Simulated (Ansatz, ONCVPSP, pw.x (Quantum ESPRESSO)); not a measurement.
## Which Zr potential is closest to all-electron in the bcc crystal?

All use PBEsol, scalar-relativistic, no spin, cutoffs from each file’s atomic test, pw.x 7.5; 13³ k-points, Fermi–Dirac smearing 0.01 Ry. Δ is the rms difference from all-electron LAPW of the E(V) curves that follow from fits to the pressures, over ±6 % in volume. Mesh and smearing are coarse and serve the comparison alone. The files are a selection: those with a ghost or negative overlap were mostly not run, and those with noisy or unconverged pressures or nearly equal Δ are left out.

All-electron: a0 = 3.529 Å (V0 = 21.97 Å³/atom), B0 = 92.2 GPa.

(1) Rank them by Δ, smallest first.
A. optimised norm-conserving Vanderbilt (ONCV), ONCVPSP 4.0.1.1 (patched build), PBEsol; core [Ar] 3d10, reference 4s2 4p6 4d2 5s2; waves: 4s+5s: rc 2.00 bohr, ncon 4, nbas 8, qcut 5.5 1/bohr, 2 projectors; 4p: rc 1.95 bohr, ncon 3, nbas 6, qcut 6 1/bohr, 2 projectors, debl 0.9 Ha; 4d: rc 1.75 bohr, ncon 4, nbas 9, qcut 6 1/bohr, local; local part: the d channel; core correction: Teter function, fcfact 4.5, rcfact 1.7. In the p channel the program set the typed energies aside and used -1.192, 0.250 Ha.
B. optimised norm-conserving Vanderbilt (ONCV), ONCVPSP 4.0.1.1 (patched build), PBEsol; core [Ar] 3d10, reference 4s2 4p6 4d2 5s1.75 5p0.25; waves: 4s+5s: rc 2.35 bohr, ncon 4, nbas 7, qcut 6.5 1/bohr, 2 projectors; 4p+5p: rc 2.00 bohr, ncon 5, nbas 9, qcut 5.6 1/bohr, 3 projectors, debl 0.8 Ha; 4d: rc 2.90 bohr, ncon 5, nbas 9, qcut 6.5 1/bohr, 1 projector; local part: polynomial inside 1.90 bohr (lpopt 5, dvloc0 1 Ha); core correction: none.
C. optimised norm-conserving Vanderbilt (ONCV), ONCVPSP 4.0.1.1 (patched build), PBEsol; core [Ar] 3d10, reference 4s2 4p6 4d2 5s1.75 5p0.25; waves: 4s+5s: rc 1.80 bohr, ncon 3, nbas 6, qcut 5.4 1/bohr, 2 projectors; 4p+5p: rc 2.20 bohr, ncon 3, nbas 8, qcut 5.8 1/bohr, 2 projectors; 4d: rc 2.60 bohr, ncon 4, nbas 8, qcut 6.8 1/bohr, 2 projectors, debl 3.9 Ha; local part: polynomial inside 1.45 bohr (lpopt 5, dvloc0 6 Ha); core correction: none.
D. optimised norm-conserving Vanderbilt (ONCV), ONCVPSP 4.0.1.1 (patched build), PBEsol; core [Kr], reference 4d2 5s2; waves: 5s: rc 3.25 bohr, ncon 3, nbas 7, qcut 1.7 1/bohr, 3 projectors, debl 1.1 Ha; p scattering state at 0.09 Ha: rc 2.75 bohr, ncon 4, nbas 7, qcut 3.1 1/bohr, 1 projector; 4d: rc 2.30 bohr, ncon 4, nbas 8, qcut 5.3 1/bohr, 2 projectors, debl 3.5 Ha; local part: polynomial inside 1.55 bohr (lpopt 2, dvloc0 4 Ha); core correction: Teter function, fcfact 5, rcfact 1.7. In the p channel the program set the typed energies aside and used 0.050 Ha.

## Answers

(1) A (0.7 meV/atom), C (1.1 meV/atom), B (2.7 meV/atom), D (17.9 meV/atom).
